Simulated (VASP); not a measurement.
# Ni in VASP: further runs

The runs below take Ni through relaxation of the atoms, with optB86b-vdW, PBE+TS.

All numbers are computed with VASP 6.6.1; they aren't measurements. Logs are shortened: lines on timing, memory, paths and dates and some standing lists are left out, and cuts for length are marked.

**1. The sheet as given**

The cell holds a sheet with vacuum, 1 atom: a = 2.259 Å, b = 2.259 Å, c = 23.800 Å, α = 90.00°, β = 90.00°, γ = 90.00°.

The cell was built by a generator and needn't be a form met in nature.

**2. Relaxation of the atoms, optB86b-vdW, collinear spin, ferromagnetic start**

INCAR

```
SYSTEM = Ni
PREC = Accurate
ENCUT = 520
EDIFF = 1E-7
ISMEAR = 0
SIGMA = 0.05
LREAL = .False.
LASPH = .True.
NELM = 120
ALGO = Normal
ISIF = 2
LWAVE = .False.
LCHARG = .False.
ISPIN = 2
MAGMOM = 1
LORBIT = 11
LMAXMIX = 4
LDIPOL = .True.
IDIPOL = 3
DIPOL = 0.5 0.5 0.294
GGA = MK
LUSE_VDW = .True.
AGGAC = 0.0
PARAM1 = 0.1234
PARAM2 = 1.0
IBRION = 2
NSW = 60
EDIFFG = -0.02
```

KPOINTS

```
Automatic mesh
0
Gamma
  12 12 1
  0 0 0
```

POSCAR

```
Ni
1.0
    2.2591100000      0.0000000000      0.0000000000
    0.0000000000      2.2591100000      0.0000000000
    0.0000000000      0.0000000000     23.8000000000
Ni
1
Selective dynamics
Direct
    0.5000000000      0.5000000000      0.2941200000  F F F
```

Potentials or basis: VASP PAW PBE potentials, release 64 (Ni).

Launch:

```bash
$ cat potpaw_PBE.64/Ni/POTCAR > POTCAR
$ mpirun -np 1 vasp_std > vasp.out
```

OUTCAR:

```text
SYSTEM = Ni
   PREC = Accurate
   ENCUT = 520
   EDIFF = 1E-7
   ISMEAR = 0
   LREAL = .False.
   LASPH = .True.
   NELM = 120
   ISIF = 2
   ISPIN = 2
   LORBIT = 11
   GGA = MK
   IBRION = 2
   NSW = 60
   EDIFFG = -0.02

 ion  position               nearest neighbor table
   1  0.500  0.500  0.294-

  LATTYP: Found a simple tetragonal cell.
 ALAT       =     2.2591100000
 C/A-ratio  =    10.5351222384

  Lattice vectors:

 A1 = (   2.2591100000,   0.0000000000,   0.0000000000)
 A2 = (   0.0000000000,   2.2591100000,   0.0000000000)
 A3 = (   0.0000000000,   0.0000000000,  23.8000000000)

Analysis of symmetry for initial positions (statically):
=====================================================================
 Subroutine PRICEL returns:
 Original cell was already a primitive cell.

 Routine SETGRP: Setting up the symmetry group for a
 simple tetragonal supercell.

 Subroutine GETGRP returns: Found 16 space group operations
 (whereof  8 operations were pure point group operations)
 out of a pool of 16 trial point group operations.

The static configuration has the point symmetry C_4v.
 The point group associated with its full space group is D_4h.

Analysis of symmetry for dynamics (positions and initial velocities):
=====================================================================
 Subroutine PRICEL returns:
 Original cell was already a primitive cell.

 Routine SETGRP: Setting up the symmetry group for a
 simple tetragonal supercell.

 Subroutine GETGRP returns: Found 16 space group operations
 (whereof  8 operations were pure point group operations)
 out of a pool of 16 trial point group operations.

The dynamic configuration has the point symmetry C_4v.
 The point group associated with its full space group is D_4h.

Analysis of constrained symmetry for selective dynamics:
=====================================================================
 Subroutine PRICEL returns:
 Original cell was already a primitive cell.

 Routine SETGRP: Setting up the symmetry group for a
 simple tetragonal supercell.

 Subroutine GETGRP returns: Found 16 space group operations
 (whereof  8 operations were pure point group operations)
 out of a pool of 16 trial point group operations.

The constrained configuration has the point symmetry C_4v.
 The point group associated with its full space group is D_4h.

Analysis of structural, dynamic, and magnetic symmetry:
=====================================================================
 Subroutine PRICEL returns:
 Original cell was already a primitive cell.

 Routine SETGRP: Setting up the symmetry group for a
 simple tetragonal supercell.

 Subroutine GETGRP returns: Found 16 space group operations
 (whereof  8 operations were pure point group operations)
 out of a pool of 16 trial point group operations.

The overall configuration has the point symmetry C_4v.
 The point group associated with its full space group is D_4h.

 Subroutine INISYM returns: Found 16 space group operations
 (whereof  8 operations are pure point group operations),
 and found     1 'primitive' translations

----------------------------------------------------------------------------------------

                                     Primitive cell

  volume of cell :     121.4652

  direct lattice vectors                    reciprocal lattice vectors
     2.259110000  0.000000000  0.000000000     0.442652195  0.000000000  0.000000000
     0.000000000  2.259110000  0.000000000     0.000000000  0.442652195  0.000000000
     0.000000000  0.000000000 23.800000000     0.000000000  0.000000000  0.042016807

  length of vectors
     2.259110000  2.259110000 23.800000000     0.442652195  0.442652195  0.042016807

  position of ions in fractional coordinates (direct lattice)
     0.500000000  0.500000000  0.294120000

  ion indices of the primitive-cell ions
   primitive index   ion index
                 1           1

----------------------------------------------------------------------------------------

 KPOINTS: Automatic mesh

Automatic generation of k-mesh.
 Grid dimensions read from file:
 generate k-points for:   12   12    1

 Generating k-lattice:

  Cartesian coordinates                     Fractional coordinates (reciprocal lattice)
     0.036887683  0.000000000  0.000000000     0.083333333  0.000000000  0.000000000
     0.000000000  0.036887683  0.000000000     0.000000000  0.083333333  0.000000000
     0.000000000  0.000000000  0.042016807     0.000000000  0.000000000  1.000000000

  Length of vectors
     0.036887683  0.036887683  0.042016807

  Shift w.r.t. Gamma in fractional coordinates (k-lattice)
     0.000000000  0.000000000  0.000000000

 Subroutine IBZKPT returns following result:
 ===========================================

 Found     28 irreducible k-points:

 Following reciprocal coordinates:
            Coordinates               Weight
  0.000000  0.000000  0.000000      1.000000
  0.083333  0.000000  0.000000      4.000000
  0.166667  0.000000  0.000000      4.000000
  0.250000  0.000000  0.000000      4.000000
  0.333333  0.000000  0.000000      4.000000
  0.416667  0.000000  0.000000      4.000000
[... 16 lines left out ...]
  0.333333  0.333333  0.000000      4.000000
  0.416667  0.333333  0.000000      8.000000
 [... further k-points ...]
   k-points           NKPTS =     28   k-points in BZ     NKDIM =     28   number of bands    NBANDS=     10
   number of dos      NEDOS =    301   number of ions     NIONS =      1
   total plane-waves  NPLWV =  58320
   dimension x,y,z NGX =    18 NGY =   18 NGZ =  180
   dimension x,y,z NGXF=    36 NGYF=   36 NGZF=  360
   ions per type =               1
   NGX,Y,Z   is equivalent  to a cutoff of  13.25, 13.25, 12.57 a.u.
   NGXF,Y,Z  is equivalent  to a cutoff of  26.49, 26.49, 25.15 a.u.
 SYSTEM =  Ni
   PREC   = accura    normal or accurate (medium, high low for compatibility)
   ISTART =      0    job   : 0-new  1-cont  2-samecut
   ICHARG =      2    charge: 1-file 2-atom 10-const
   ISPIN  =      2    spin polarized calculation?
   LNONCOLLINEAR =      F non collinear calculations
   LSORBIT =      F    spin-orbit coupling
   LASPH  =      T    aspherical Exc in radial PAW
   ENCUT  =  520.0 eV  38.22 Ry    6.18 a.u.   4.20  4.20 44.25*2*pi/ulx,y,z
   NELM   =    120;   NELMIN=  2; NELMDL= -5     # of ELM steps
   EDIFF  = 0.1E-06   stopping-criterion for ELM
   LREAL  =      F    real-space projection
   EDIFFG = -.2E-01   stopping-criterion for IOM
   NSW    =     60    number of steps for IOM
   IBRION =      2    ionic relax: 0-MD 1-quasi-New 2-CG
   NFREE  =      1    steps in history (QN), initial steepest desc. (CG)
   ISIF   =      2    stress and relaxation
   ISYM   =      2    0-nonsym 1-usesym 2-fastsym
   POTIM  = 0.5000    time-step for ionic-motion
   TEBEG  =    0.0;   TEEND  =   0.0 temperature during run
   PSTRESS=    0.0 pullay stress
   NELECT =      10.0000    total number of electrons
   NUPDOWN=      -1.0000    fix difference up-down
   EMIN   =  10.00;   EMAX   =-10.00  energy-range for DOS
   EFERMI =   0.00;   METHOD = LEGACY
   ISMEAR =     0;   SIGMA  =   0.05  broadening in eV -4-tet -1-fermi 0-gaus
   EFERMI_NEDOS =   21; number of points for ismear=-14 and -15
   IALGO  =     38    algorithm
   IMIX   =      4    mixing-type and parameters
     AMIX     =   0.40;   BMIX     =  1.00
     AMIX_MAG =   1.60;   BMIX_MAG =  1.00
  volume/ion in A,a.u.               =     121.47       819.69
  Fermi-wavevector in a.u.,A,eV,Ry     =   0.712182  1.345829  6.900916  0.507203
  Thomas-Fermi vector in A             =   1.799490
   LORBIT       =     11    0 simple, 1 ext, 2 COOP (PROOUT), +10 PAW based schemes
   GGA     = MK    functional components
   LHFCALC =     F    Hartree Fock is set to
   AEXX    =    0.0000 exact exchange contribution
   IVDW_NL    =     1    kernel type
   BPARAM     = 6.3000
   IVDW    =     0    specifies the selected vdW correction
   LEPSILON=     F    determine dielectric tensor
   LRPA    =     F    only Hartree local field effects (RPA)
 conjugate gradient relaxation of ions
 spin polarized calculation
 Gauss-broadening in eV      SIGMA  =   0.05
  energy-cutoff  :      520.00
  volume of cell :      121.47
 maximum number of plane-waves:      3302
 NGX is ok and might be reduce to    18
   NGX =  9   NGY =  9   NGZ = 89

 number of electron      10.0000000 magnetization       1.0000000

 dipolmoment           0.000000      0.000000      0.000016 electrons x Angstroem

 number of electron       9.9999988 magnetization       0.7531639

 dipolmoment           0.000000      0.000000     -0.000000 electrons x Angstroem

 Free energy of the ion-electron system (eV)
  ---------------------------------------------------
  ext. energy  EPLUGINS =         0.00000000
  ---------------------------------------------------
  free energy    TOTEN  =        -1.15820232 eV

  energy without entropy =       -1.15624226  energy(sigma->0) =       -1.15722229

 E-fermi :  -4.0594     XC(G=0):  -2.5464

 val. band max:       -4.0893657758   @ k =   0.1667   0.1667   0.0000
 cond. band min:      -4.0525145501   @ k =   0.5000   0.4167   0.0000
 fundamental gap:      0.0368512257
 Fermi energy:        -4.0593578588

 spin component 1

 k-point     1 :       0.0000    0.0000    0.0000
  band No.  band energies     occupation
      1      -9.8393      1.00000
      2      -7.8024      1.00000
      3      -5.9854      1.00000
      4      -4.7630      1.00000
      5      -4.7630      1.00000
      6      -4.4563      1.00000
      7      -3.2683      0.00000
      8       0.1949      0.00000
      9       0.4977      0.00000
     10       0.8060      0.00000

 k-point     2 :       0.0833    0.0000    0.0000
  band No.  band energies     occupation
      1      -9.6142      1.00000
      2      -7.7093      1.00000
      3      -5.9226      1.00000
      4      -5.0657      1.00000
      5      -4.7521      1.00000
      6      -4.5352      1.00000
      7      -2.8579      0.00000
      8       0.3945      0.00000
      9       0.7070      0.00000
     10       1.0076      0.00000
[... 274 lines left out ...]
 k-point    24 :       0.4167    0.3333    0.0000
  band No.  band energies     occupation
      1      -7.7017      1.00000
      2      -6.3523      1.00000
      3      -5.9232      1.00000
      4      -4.9107      1.00000
      5      -4.5771      1.00000
      6       0.1467      0.00000
      7       5.1554      0.00000
      8       5.9791      0.00000
      9       8.4593      0.00000
     10       9.1262      0.00000

 [... further k-points ...]

 spin component 2

 k-point     1 :       0.0000    0.0000    0.0000
  band No.  band energies     occupation
      1      -9.7714      1.00000
      2      -7.2345      1.00000
      3      -5.5556      1.00000
      4      -3.7723      0.00000
      5      -3.7723      0.00000
      6      -3.5093      0.00000
      7      -3.3279      0.00000
      8       0.3344      0.00000
      9       0.6921      0.00000
     10       1.0566      0.00000

 k-point     2 :       0.0833    0.0000    0.0000
  band No.  band energies     occupation
      1      -9.5443      1.00000
      2      -7.1411      1.00000
      3      -5.4886      1.00000
      4      -4.2503      1.00000
      5      -3.7605      0.00000
      6      -3.5934      0.00000
      7      -2.7535      0.00000
      8       0.5318      0.00000
      9       0.9040      0.00000
     10       1.2586      0.00000
[... 274 lines left out ...]
 k-point    24 :       0.4167    0.3333    0.0000
  band No.  band energies     occupation
      1      -7.0555      1.00000
      2      -5.5091      1.00000
      3      -5.0335      1.00000
      4      -4.3103      1.00000
      5      -3.9559      0.00171
      6       0.2882      0.00000
      7       5.2852      0.00000
      8       6.0091      0.00000
      9       8.5545      0.00000
     10       9.1360      0.00000

 [... further k-points ...]

------------------------ aborting loop because EDIFF is reached ----------------------------------------

 vacuum level on the upper side and lower side of the slab       (xc-potential included)        -1.178        -1.157

  FORCE on cell =-STRESS in cart. coord.  units (eV):
  Direction    XX          YY          ZZ          XY          YZ          ZX
  --------------------------------------------------------------------------------------
  -------------------------------------------------------------------------------------
  Total       -0.3902597     -0.3902597     -0.0012300      0.0000000      0.0000000      0.0000000
  in kB       -5.1476920     -5.1476920     -0.0162241      0.0000000      0.0000000      0.0000000
  external PRESSURE =      -3.4372027 kB  Pullay stress =       0.0000000 kB

 VOLUME and BASIS-vectors are now :
 -----------------------------------------------------------------------------
  energy-cutoff  :      520.00
  volume of cell :      121.47
      direct lattice vectors                 reciprocal lattice vectors
     2.259110000  0.000000000  0.000000000     0.442652195  0.000000000  0.000000000
     0.000000000  2.259110000  0.000000000     0.000000000  0.442652195  0.000000000
     0.000000000  0.000000000 23.800000000     0.000000000  0.000000000  0.042016807

 POSITION                                       TOTAL-FORCE (eV/Angst)
 -----------------------------------------------------------------------------------
      1.12956      1.12956      7.00006         0.000000      0.000000      0.000000
 -----------------------------------------------------------------------------------
    total drift:                                0.000000      0.000000      0.000050

  FREE ENERGIE OF THE ION-ELECTRON SYSTEM (eV)
  ---------------------------------------------------
  free  energy   TOTEN  =        -1.1582023249 eV

  energy  without entropy=       -1.1562422649  energy(sigma->0) =       -1.15722229

Total vdW correction in eV:      2.3248024

 reached required accuracy - stopping structural energy minimisation

 vacuum level on the upper side and lower side of the slab         0.112         0.160

 total charge

# of ion       s       p       d       tot
------------------------------------------
    1        0.534   0.285   8.353   9.173

 magnetization (x)

# of ion       s       p       d       tot
------------------------------------------
    1        0.000  -0.015   0.794   0.780
```

It took 3.8 min on 1 thread of Intel Xeon 6975P-C (Granite Rapids), shared host; peak memory 0.62 GiB.

Results:

```yaml
Free_energy: -1.1582 eV
Band_gap_on_the_k_mesh: none (metal or under the smearing width)
Net_moment: 0.75 μB per cell
Site_moments: Ni +0.78 μB
Valence_electrons_inside_the_program's_atomic_spheres: Ni 9.17
```

Final structure:
```cif
data_structure
_symmetry_space_group_name_H-M 'P 1'
_symmetry_Int_Tables_number 1
_cell_length_a 2.2591
_cell_length_b 2.2591
_cell_length_c 23.8000
_cell_angle_alpha 90.000
_cell_angle_beta 90.000
_cell_angle_gamma 90.000
_cell_volume 121.47
loop_
_atom_site_label
_atom_site_type_symbol
_atom_site_fract_x
_atom_site_fract_y
_atom_site_fract_z
_atom_site_occupancy
Ni1 Ni 0.50000 0.50000 0.29412 1
```

Caveat: the relaxation stopped at its first step, so nothing moved; the PAW data sets were made with another functional, which shifts forces and pressure a little.

**3. Relaxation of the atoms, PBE+TS, collinear spin, ferromagnetic start**

INCAR

```
SYSTEM = Ni
PREC     = Accurate       ! precision mode
ENCUT    = 520            ! plane-wave cutoff, eV
EDIFF    = 1E-6           ! SCF threshold, eV
ISMEAR   = 0              ! smearing method
SIGMA    = 0.05           ! smearing width, eV
LREAL    = .False.        ! projectors in reciprocal space
LASPH    = .True.         ! aspherical terms in the spheres
NELM     = 150            ! most SCF steps
ALGO     = Normal         ! electronic algorithm
ISIF     = 2              ! what is computed and relaxed
LWAVE    = .False.        ! write WAVECAR
LCHARG   = .False.        ! write CHGCAR
ISPIN    = 2              ! spin polarisation
MAGMOM   = 1              ! initial moments
LORBIT   = 11             ! projections on sites
LMAXMIX  = 4              ! l up to which the mixer works
LDIPOL   = .True.       
IDIPOL   = 3            
DIPOL    = 0.5 0.5 0.294
GGA      = PE             ! functional
IVDW     = 2              ! dispersion correction
IBRION   = 2              ! ionic algorithm
NSW      = 40             ! ionic steps
EDIFFG   = -0.01          ! ionic threshold
```

KPOINTS

```
regular mesh
0
Gamma
  12 12 1
  0 0 0
```

POSCAR is that of step 2.

Potentials or basis: VASP PAW PBE potentials, release 64 (Ni).

Launch:

```bash
$ cat potpaw_PBE.64/Ni/POTCAR > POTCAR
$ mpirun -np 1 vasp_std > vasp.out
```

Wall time 80 s (1 thread of Intel Xeon 6975P-C (Granite Rapids), shared host); peak memory 0.3 GiB.

The run converged. Its results:

| Property | Result |
| --- | --- |
| Free energy | -4.1005 eV |
| Band gap on the k mesh | none (metal or under the smearing width) |
| Net moment | 0.88 μB per cell |
| Site moments | Ni +0.90 μB |
| Valence electrons inside the program's atomic spheres | Ni 9.16 |
| Dispersion energy per atom | -0.145 eV |

Final structure:
```cif
data_structure
_symmetry_space_group_name_H-M 'P 1'
_symmetry_Int_Tables_number 1
_cell_length_a 2.2591
_cell_length_b 2.2591
_cell_length_c 23.8000
_cell_angle_alpha 90.000
_cell_angle_beta 90.000
_cell_angle_gamma 90.000
_cell_volume 121.47
loop_
_atom_site_label
_atom_site_type_symbol
_atom_site_fract_x
_atom_site_fract_y
_atom_site_fract_z
_atom_site_occupancy
Ni1 Ni 0.50000 0.50000 0.29412 1
```

Levels at points of the mesh, in eV from the Fermi level:
Spin up:
```
           k point  band 1  band 2  band 3  band 4  band 5  band 6  band 7  band 8  band 9  band 10
(0.00, 0.00, 0.00)   -5.84   -3.84   -1.97   -0.82   -0.82   -0.60    0.82    4.92    5.34     5.41
(0.50, 0.00, 0.00)   -3.42   -2.96   -1.69   -0.95   -0.65    1.46    5.51    7.85   10.25    11.92
(0.50, 0.50, 0.00)   -4.36   -2.30   -2.30   -0.60    0.41    8.42    8.42   13.47   14.38    15.11
```
Spin down:
```csv
k point,band 1,band 2,band 3,band 4,band 5,band 6,band 7,band 8,band 9
"(0.00, 0.00, 0.00)",-5.73,-3.19,-1.48,0.31,0.31,0.62,0.79,4.86,5.32
"(0.50, 0.00, 0.00)",-2.85,-2.07,-0.54,-0.34,0.48,1.47,5.86,7.88,10.30
"(0.50, 0.50, 0.00)",-3.51,-1.31,-1.31,0.06,1.23,8.53,8.53,13.68,14.61
```

Caveat: the relaxation stopped at its first step, so nothing moved; atom-pairwise D2, TS and ULG terms overbind metals.

**4. The reference run**

An earlier run on the cell as given: functional PBE; potentials or basis VASP PAW PBE potentials, release 64 (Ni); cutoff 520 eV; k mesh 12 × 12 × 1; occupations fermi-dirac, width 0.05 eV; collinear spin, ferromagnetic start; starting moments [1.0] μB.

* Band gap on the k mesh: none (metal or under the smearing width)
* Net moment: 0.86 μB per cell
* Site moments: Ni +0.88 μB
* Valence electrons inside the program's atomic spheres: Ni 9.16

**5. The runs side by side**

| task | level | cell | smearing | atoms held fixed (from 0) | gap on the mesh (eV) | moment (μB) |
| --- | --- | --- | --- | --- | --- | --- |
| relaxation of the atoms | optB86b-vdW | atoms relaxed | gaussian 0.05 eV | [0] | none | 0.75 |
| relaxation of the atoms | PBE+TS | atoms relaxed | gaussian 0.05 eV | [0] | none | 0.88 |
| single point | PBE | as given | fermi-dirac 0.05 eV | - | none | 0.86 |

Alike in all rows: potentials or basis VASP PAW PBE potentials, release 64 (Ni); spin collinear, ferromagnetic start; k mesh 12 × 12 × 1; cutoff (eV) 520.

Caveats: the relaxation stopped at its first step, so nothing moved (some runs); the PAW data sets were made with another functional, which shifts forces and pressure a little (some runs); atom-pairwise D2, TS and ULG terms overbind metals (some runs).

Total energies depend on the potentials used, so only differences within one code and one set of settings carry meaning.
